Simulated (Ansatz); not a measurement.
Method: Ansatz, DFT PBE, scalar-relativistic, plane waves, PAW. All cells share a 420 eV cutoff and Γ-centred k meshes spaced at most about 0.3 Å⁻¹ (about 0.25 or finer for metals, 2π included). No spin polarisation.

All energies are static (0 K, no zero-point motion). All are two-dimensional sheets, periodic along a and b, with vacuum along c.

Task: Order these relaxed structures of Cu by energy, lowest first, with the energy over the lowest of them.
A.

```
CELL_PARAMETERS angstrom
2.45422 0.00000 0.00000
-1.22711 2.12541 0.00000
0.00000 0.00000 29.11543
ATOMIC_POSITIONS crystal
Cu 0.00000 0.00000 0.33459
Cu 0.00000 0.00000 0.24929
```

B.

```
CELL_PARAMETERS angstrom
2.35442 0.00000 0.00000
0.00000 2.35447 0.00000
0.00000 0.00000 23.80000
ATOMIC_POSITIONS crystal
Cu 0.00000 0.00000 0.29412
```

C.

```
CELL_PARAMETERS angstrom
2.41564 -0.25367 0.00000
-0.98815 2.21884 0.00000
0.00000 0.00000 23.80000
ATOMIC_POSITIONS crystal
Cu 0.00000 0.00000 0.29412
```

D.

```
CELL_PARAMETERS angstrom
3.96243 0.00000 0.00000
-1.98121 3.43157 0.00000
0.00000 0.00000 23.80000
ATOMIC_POSITIONS crystal
Cu 0.66667 0.33333 0.29412
Cu 0.33333 0.66667 0.29412
```

Result: A (0 meV/atom), C (159 meV/atom), B (481 meV/atom), D (870 meV/atom). Forms: A p6/mmm; C p6/mmm; B p4/mmm; D p6/mmm. Counting all near atoms (those within 1.25 times the shortest distance at each site): A has Cu 7; C has Cu 6; B has Cu 4; D has Cu 3. All come from invented guesses.

Cells relaxed within their symmetry can be saddle points. Some types were kept out of the candidates beforehand, so the set may lack a known form.
